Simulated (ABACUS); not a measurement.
# TePb (Fm-3m) in ABACUS: further runs

One crystal, TePb, is run at these levels: PBEsol, revPBE, BLYP; tasks: single point, relaxation of cell and atoms.

Program: ABACUS 3.10.1. These are calculated values, not measurements. Logs are shortened: lines on timing, memory, paths and dates and some standing lists are left out, and cuts for length are marked.

**The experiment to reproduce.**

A printed reference work, monograph reports, for a bulk crystal of TePb at 4.2 K: band gap 0.19 eV (direct).

The results are compared with them further down.

## (1) The structure

Symmetry: Fm-3m, No. 225, cubic system. The conventional cell has a = 6.462 Å, b = 6.462 Å, c = 6.462 Å, α = 90.00°, β = 90.00°, γ = 90.00°. Pb (site symmetry m-3m) has 6 Te at 3.23 Å as nearest neighbours. Around Te (site symmetry m-3m) lie 6 Pb at 3.23 Å.

## (2) Single point, PBEsol

Contents of INPUT:

```
INPUT_PARAMETERS
suffix              TePb
calculation         scf
basis_type          lcao
pseudo_dir          ./
orbital_dir         ./
symmetry            1
dft_functional      pbesol
ecutwfc             100
pseudo_rcut         10
nspin               1
nbands              25
ks_solver           genelpa
smearing_method     fd
smearing_sigma      0.00367493
scf_thr             1e-07
scf_nmax            100
mixing_type         broyden
mixing_beta         0.7
cal_force           1
cal_stress          1
out_mul             1
out_chg             1
```

Contents of STRU:

```
ATOMIC_SPECIES
Pb 207.2000 Pb.upf
Te 127.6000 Te.upf

NUMERICAL_ORBITAL
Pb_confined-atom_8au_2s2p2d.orb
Te_confined-atom_8au_2s2p2d.orb

LATTICE_CONSTANT
1.8897261246

LATTICE_VECTORS
0.0000000000 3.2310000000 3.2310000000
3.2310000000 0.0000000000 3.2310000000
3.2310000000 3.2310000000 0.0000000000

ATOMIC_POSITIONS
Direct

Pb
0.0
1
0.0000000000 0.0000000000 0.0000000000 1 1 1

Te
0.0
1
0.5000000000 0.5000000000 0.5000000000 1 1 1
```

Contents of KPT:

```
K_POINTS
0
Gamma
6 6 6 0 0 0
```

Potentials or basis: Ansatz NC PBE, DZP LCAO (the cutoffs set its grid).

Command:

```
> OMP_NUM_THREADS=1 mpirun -np 4 abacus > log
```

running log:

```text
[... set-up lines left out ...]
 LCAO ALGORITHM --------------- ION=   1  ELEC=   1--------------------------------

 Density error is 0.0537917171316
----------------------------------------------------------
     Energy           Rydberg                 eV
----------------------------------------------------------
 E_KohnSham     -382.3163409613      -5201.6806755847
 E_Harris       -378.9212563796      -5155.4881800817
 E_Fermi        0.7096057201         9.6546811270
----------------------------------------------------------

 LCAO ALGORITHM --------------- ION=   1  ELEC=   2--------------------------------

 Density error is 0.0207262930924
----------------------------------------------------------
     Energy           Rydberg                 eV
----------------------------------------------------------
 E_KohnSham     -382.3448048626      -5202.0679468289
 E_Harris       -382.4291972767      -5203.2161645286
 E_Fermi        0.7334910679         9.9796579560
----------------------------------------------------------

 LCAO ALGORITHM --------------- ION=   1  ELEC=   3--------------------------------

 Density error is 0.00790906076845
----------------------------------------------------------
     Energy           Rydberg                 eV
----------------------------------------------------------
 E_KohnSham     -382.3492960599      -5202.1290527041
 E_Harris       -381.9804510006      -5197.1106582174
 E_Fermi        0.7368873497         10.0258667394
----------------------------------------------------------

 LCAO ALGORITHM --------------- ION=   1  ELEC=   4--------------------------------

 Density error is 0.0013852342337
----------------------------------------------------------
     Energy           Rydberg                 eV
----------------------------------------------------------
 E_KohnSham     -382.3494993476      -5202.1318185743
 E_Harris       -382.3524217904      -5202.1715804483
 E_Fermi        0.7423473334         10.1001536291
----------------------------------------------------------

 LCAO ALGORITHM --------------- ION=   1  ELEC=   5--------------------------------

 Density error is 0.00018452803261
----------------------------------------------------------
     Energy           Rydberg                 eV
----------------------------------------------------------
 E_KohnSham     -382.3495100967      -5202.1319648232
 E_Harris       -382.3391846698      -5201.9914801831
 E_Fermi        0.7428633879         10.1071749105
----------------------------------------------------------

 LCAO ALGORITHM --------------- ION=   1  ELEC=   6--------------------------------

 Density error is 1.81533397098e-05
----------------------------------------------------------
     Energy           Rydberg                 eV
----------------------------------------------------------
 E_KohnSham     -382.3495102567      -5202.1319670005
 E_Harris       -382.3494628700      -5202.1313222716
 E_Fermi        0.7430127210         10.1092066926
----------------------------------------------------------

 LCAO ALGORITHM --------------- ION=   1  ELEC=   7--------------------------------

 Density error is 2.91752205335e-06
----------------------------------------------------------
     Energy           Rydberg                 eV
----------------------------------------------------------
 E_KohnSham     -382.3495102584      -5202.1319670236
 E_Harris       -382.3494807960      -5202.1315661678
 E_Fermi        0.7430229655         10.1093460750
----------------------------------------------------------

 LCAO ALGORITHM --------------- ION=   1  ELEC=   8--------------------------------

 Density error is 2.9851774099e-07
----------------------------------------------------------
     Energy           Rydberg                 eV
----------------------------------------------------------
 E_KohnSham     -382.3495102585      -5202.1319670246
 E_Harris       -382.3495150434      -5202.1320321267
 E_Fermi        0.7430224293         10.1093387801
----------------------------------------------------------

 LCAO ALGORITHM --------------- ION=   1  ELEC=   9--------------------------------

 Density error is 1.59309680201e-08
----------------------------------------------------------
     Energy           Rydberg                 eV
----------------------------------------------------------
 E_KohnSham     -382.3495102585      -5202.1319670246
 E_KS(sigma->0) -382.3495010783      -5202.1318421217
 E_Harris       -382.3495099164      -5202.1319623699
 E_band         -20.1955246626       -274.7742095104
 E_one_elec     -140.9560101194      -1917.8049049693
 E_Hartree      88.1050939570        1198.7313006400
 E_xc           -119.8128846996      -1630.1379257315
 E_Ewald        -209.6856910361      -2852.9201871581
 E_entropy(-TS) -0.0000183604        -0.0002498057
 E_descf        0.0000000000         0.0000000000
 E_exx          0.0000000000         0.0000000000
 E_Fermi        0.7430224577         10.1093391665
----------------------------------------------------------

 charge density convergence is achieved
 final etot is -5202.131967 eV
 EFERMI = 10.109339167 eV

 STATE ENERGY(eV) AND OCCUPATIONS    NSPIN == 1
 1/16 kpoint (Cartesian) = 0.0000 0.0000 0.0000 (1928 pws)
       1       -25.2764     0.00925926
       2       -25.2764     0.00925926
       3       -25.2764     0.00925926
       4       -25.2752     0.00925926
       5       -25.2752     0.00925926
       6       -7.05578     0.00925926
[... 17 lines left out ...]
      24        31.2204        0.00000
      25        31.2204        0.00000

 2/16 kpoint (Cartesian) = 0.025792 0.025792 0.025792 (1920 pws)
       1       -25.2762      0.0740741
       2       -25.2762      0.0740741
       3       -25.2762      0.0740741
       4       -25.2748      0.0740741
       5       -25.2748      0.0740741
       6       -7.05549      0.0740741
[... 17 lines left out ...]
      24        28.7139        0.00000
      25        29.0607        0.00000

 3/16 kpoint (Cartesian) = 0.051584 0.051584 0.051584 (1924 pws)
       1       -25.2760      0.0740741
       2       -25.2760      0.0740741
       3       -25.2759      0.0740741
       4       -25.2727      0.0740741
       5       -25.2727      0.0740741
       6       -7.05677      0.0740741
[... 17 lines left out ...]
      24        24.4570        0.00000
      25        24.8733        0.00000

 4/16 kpoint (Cartesian) = 0.077375 0.077375 0.077375 (1920 pws)
       1       -25.2758      0.0370370
       2       -25.2757      0.0370370
       3       -25.2757      0.0370370
       4       -25.2706      0.0370370
       5       -25.2706      0.0370370
       6       -7.05783      0.0370370
[... 17 lines left out ...]
      24        20.6927        0.00000
      25        27.9926        0.00000

 5/16 kpoint (Cartesian) = 0.0000 0.0000 0.051584 (1919 pws)
       1       -25.2765      0.0555556
       2       -25.2760      0.0555556
       3       -25.2760      0.0555556
       4       -25.2750      0.0555556
       5       -25.2734      0.0555556
       6       -7.05860      0.0555556
[... 17 lines left out ...]
      24        27.6107        0.00000
      25        27.6107        0.00000

 6/16 kpoint (Cartesian) = 0.025792 0.025792 0.077375 (1928 pws)
       1       -25.2763       0.222222
       2       -25.2758       0.222222
       3       -25.2757       0.222222
       4       -25.2746       0.222222
       5       -25.2707       0.222222
       6       -7.06142       0.222222
[... 17 lines left out ...]
      24        24.3899        0.00000
      25        24.6824        0.00000

[... levels at 10 further k points ...]

 correction force for each atom along direction 1 is -2.20251e-14
 correction force for each atom along direction 2 is 3.68628e-15
 correction force for each atom along direction 3 is 3.97730e-14
------------------------------------------------------------------------------------------
 TOTAL-FORCE (eV/Angstrom)
------------------------------------------------------------------------------------------
                       Pb1         0.0000000000         0.0000000000         0.0000000000
                       Te1         0.0000000000         0.0000000000         0.0000000000
------------------------------------------------------------------------------------------

----------------------------------------------------------------
 TOTAL-STRESS (KBAR)
----------------------------------------------------------------
        60.3491073427         0.0000000000         0.0000000000
        -0.0000000000        60.3491073427        -0.0000000000
         0.0000000000         0.0000000000        60.3491073427
----------------------------------------------------------------
 TOTAL-PRESSURE: 60.349107 KBAR

 --------------------------------------------
 !FINAL_ETOT_IS -5202.1319670246030000 eV
 --------------------------------------------
```

Run time: 5.4 s. Hardware: 4 MPI ranks of AMD EPYC 7R13 (Zen 3), shared host; peak memory 0.44 GiB.

What came out:

| Quantity | Value |
| --- | --- |
| Free energy | -5202.1320 eV |
| Pressure | 6.0 GPa |
| Band gap on the k mesh | 0.48 eV, direct |
| Mulliken charges | Pb -0.07; Te +0.07 e |

Levels at points of the mesh, in eV from the valence-band top:
| k point | band 11 | band 12 | band 13 | band 14 | band 15 | band 16 | band 17 | band 18 | band 19 | band 20 |
| --- | --- | --- | --- | --- | --- | --- | --- | --- | --- | --- |
| (0.00, 0.00, 0.00) | -11.99 | -6.00 | -1.58 | -1.58 | -1.58 | 3.95 | 3.95 | 3.95 | 5.09 | 5.09 |
| (0.50, 0.50, 0.50) | -10.52 | -9.03 | -1.34 | -1.34 | 0.00 | 0.48 | 0.48 | 1.14 | 9.48 | 9.48 |
| (0.50, 0.50, 0.00) | -10.53 | -7.91 | -4.19 | -2.82 | -2.82 | 2.86 | 5.20 | 5.20 | 6.57 | 9.61 |

Caveat: the atomic orbitals were generated for these runs and aren't a published set; Mulliken charges move with the basis; the potentials were made for another functional, which shifts forces and pressure; spin-orbit coupling is left out, which as a rule narrows the gap of such compounds by several tenths of an eV; the basis of atomic orbitals isn't converged, which shifts pressures, moduli and gaps.

(Part 1 of 2 ends here.)
